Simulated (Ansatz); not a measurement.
# Sn (hcp type): how the settings move a single-point run

Aim: see which settings change the result for Sn (hcp type), by how much, and at what cost.

Method: reference: DFT, PBE, norm-conserving pseudopotentials, Ansatz's default files, scalar-relativistic, in Ansatz 0.2.0.

2 further runs of the same task are left out: 2 that didn't finish.

### 1 The system as given

The structure is hexagonal, space group P6_3/mmc (No. 194). Conventional cell: a = 2.511 Å, b = 2.511 Å, c = 4.062 Å, α = 90.00°, β = 90.00°, γ = 120.00°. Sn (site symmetry -6m2) is surrounded by 12 Sn at 2.50 to 2.51 Å.

As a file:

```cif
data_structure
_symmetry_space_group_name_H-M 'P6_3/mmc'
_symmetry_Int_Tables_number 194
_cell_length_a 2.5111
_cell_length_b 2.5111
_cell_length_c 4.0616
_cell_angle_alpha 90.000
_cell_angle_beta 90.000
_cell_angle_gamma 120.000
_cell_volume 22.18
loop_
_atom_site_label
_atom_site_type_symbol
_atom_site_symmetry_multiplicity
_atom_site_Wyckoff_symbol
_atom_site_fract_x
_atom_site_fract_y
_atom_site_fract_z
_atom_site_occupancy
Sn1 Sn 2 c 0.33333 0.66667 0.25000 1
```

### 2 The reference run

Input file input.yaml:

```yaml
crystal:
  lattice:
    - [2.5111450301, 0.0, 0.0]
    - [-1.2555725151, 2.1747153887, 0.0]
    - [0.0, 0.0, 4.0616126478]
  atoms:
    - { symbol: Sn, position: [0.3333333333, 0.6666666667, 0.25] }
    - { symbol: Sn, position: [0.6666666667, 0.3333333333, 0.75] }
kpoints:
  mp_grid: { grid: [13, 13, 7] }
scf:
  occupations: { method: fermi_dirac, width: 0.05 }
hamiltonian:
  xc: pbe
  pseudopotentials: { kind: nc }
output:
  forces: true
  stress: true
  eigenvalues: true
```

Run with:

```
ansatz run input.yaml --threads 1 --pin off --max-ram 2048MiB --backend cpu --events-out ev --progress --plain --runs-dir out
```

### 3 Changed: occupations.width 0.2

Edit input.yaml of step 2 so:

```diff
@@ -11,3 +11,3 @@
 scf:
-  occupations: { method: fermi_dirac, width: 0.05 }
+  occupations: { method: fermi_dirac, width: 0.2 }
 hamiltonian:
```

**Question.** What will these runs give? Wanted: for each run, ending; energy change; pressure; gap; force.

As calculated:

| run | ending | energy change | pressure (GPa) | gap (eV) | force (eV/Å) | cycles | time |
| --- | --- | --- | --- | --- | --- | --- | --- |
| reference | converged | 0 | 394.2 | 0.00 | 0.00 | 8 | 12 s |
| 1: occupations.width 0.2 | converged | +1.7 meV/atom (σ→0) | 394.4 | 0.00 | 0.00 | 8 | 11 s |

Residual by cycle in the longest SCF loop of each run; runs are numbered as in the table. The quantity is the density residual dr2, in eV.

| cycle | reference | run 1 |
| --- | --- | --- |
| 1 | 0.363 | 0.362 |
| 2 | 0.134 | 0.134 |
| 3 | 0.0035 | 0.00288 |
| 4 | 0.00212 | 0.00166 |
| 5 | 5.2e-4 | 3.6e-4 |
| 6 | 1.7e-5 | 9.9e-6 |
| 7 | 1.8e-8 | 2.0e-8 |
| 8 | 1.3e-8 | 8.4e-9 |

Changing the smearing moves the energy by +1.7 meV/atom (σ→0 values). The structure is not at rest: the sound run finds 394 GPa, so these are no properties of the relaxed crystal. 
